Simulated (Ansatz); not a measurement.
CsH under changes of volume

One of the cells (32.401 Å³/atom); the others are scaled copies at fixed shape and fractional positions:

```xyz
2
Lattice="0.0000 3.1880 3.1880 3.1880 0.0000 3.1880 3.1880 3.1880 0.0000" Properties=species:S:1:pos:R:3 pbc="T T T"
Cs    0.0000    0.0000    0.0000
H     3.1880    3.1880    3.1880
```

- Program: Ansatz 0.2.0
- Functional: LDA
- Potentials or basis: all-electron LAPW, scalar-relativistic
- Cutoff: 98 eV (chosen from the basis error)
- Basis error allowed: 0.001 eV/atom
- k mesh: 7 × 7 × 7
- Occupations: fermi-dirac, width 0.05 eV
- Spin: no spin polarisation

| volume (Å³/atom) | energy over the lowest point (meV/atom) | pressure (GPa) | gap on the mesh (eV) |
| --- | --- | --- | --- |
| 30.457 | 0.00 | -0.8 | 2.17 |
| 31.105 | 3.44 | -0.9 | 2.19 |
| 31.753 | 7.58 | -1.1 | 2.21 |
| 32.401 | 12.35 | -1.3 | 2.23 |
| 33.049 | 17.69 | -1.4 | 2.25 |
| 33.697 | 23.53 | -1.5 | 2.27 |
| 34.345 | ? | ? | ? |

Q: What does the run at 34.345 Å³/atom give?

A: Energy over the lowest point 29.83 meV/atom; pressure -1.6 GPa; gap on the mesh 2.29 eV.

Worked out: A Birch-Murnaghan fit of order 3 (a polynomial in V^(-2/3)) to the other rows has no minimum within the range. It gives 29.83 meV/atom at 34.345 Å³/atom, against the run's 29.83, and -dE/dV = -1.6 GPa, against -1.6. A straight line through the other rows of the gap, of slope 0.989 eV per unit of ln V (its deformation potential), extrapolates to 2.29 eV, against the run's 2.29.

Energies are extrapolated to zero smearing.

Caveats: spin-orbit coupling is left out, which moves the levels of the heavy elements; an odd mesh through Γ misses points on the zone boundary, where band edges often lie.
